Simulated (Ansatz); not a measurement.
HgSe: the change of pressure with volume scale

Periodic Kohn-Sham DFT of a crystal at fixed atoms, scaled to volume_scale times the given cell; pressure positive in compression, energy less spherical unpolarised free atoms, largest_vzz the field gradient of largest size among the nuclei. The results are calculated, by Ansatz 0.2.0.

The cell before it is scaled or strained (space group F-43m, No. 216):
```
CELL_PARAMETERS angstrom
0.00000 3.03600 3.03600
3.03600 0.00000 3.03600
3.03600 3.03600 0.00000
ATOMIC_POSITIONS crystal
Hg 0.00000 0.00000 0.00000
Se 0.75000 0.75000 0.75000
```

Settings of every row: method frozen-core PAW; functional PBEsol; relativity scalar; k mesh 9x9x9; filling fermi-dirac; smearing width 0.02 eV; wave cutoff 420 eV; paw set soft_2.

Atom start moment: 0 on all atoms.

Limits: PAW files made with PBE; no spin-orbit coupling on heavy atoms.

```
row  volume scale  V (Å³/atom)  pressure (GPa)
  1          0.94       26.305            5.97
  2          0.96       26.864           4.365
  3          0.98       27.424           2.939
  4          0.99       27.704           2.285
  5             1       27.984           1.669
  6          1.01       28.264           1.088
  7          1.02       28.543           0.541
  8          1.04       29.103               ?
  9          1.06       29.663          -1.357
```

Question: what pressure should row 8 give?

Worked fit of pressure. Take u = (V_r/V)^(2/3) − 1 with V_r = 27.844 Å³ an atom, which is twice the finite (Eulerian) strain; such expansions in the strain, on which the Birch-Murnaghan equation of state is built, carry the rest volume and the bulk modulus. The shown rows have u = 0.03863, 0.02417, 0.01018, 0.00337, -0.00334, -0.00993, -0.01639, -0.04131. Least squares give pressure = 1.9724 + 91.905 × u + 287.09 × u² + 323 × u³ GPa; a parabola predicts inner rows, each left out in turn, worse (root mean square 0.005 against 0.0012 GPa). The rows lie off it by 0.000, -0.001, 0.001, 0.000, 0.000, 0.000, -0.001, 0.000. The pressure vanishes at u = -0.0231, or V = 28.84 Å³ an atom, and there the bulk modulus at fixed shape and fractions is B = −V dP/dV = (2/3)(1 + u) dP/du = 51.6 GPa. The withheld row has u = -0.02905, so the fit gives 1.9724 + 91.905 × (-0.02905) + 287.09 × (-0.02905)² + 323 × (-0.02905)³ = -0.463 GPa.

The calculation gave -0.464 GPa. The fit lies 0.001 GPa (0.014 % of the column's range) above it, one unit of the last digit.
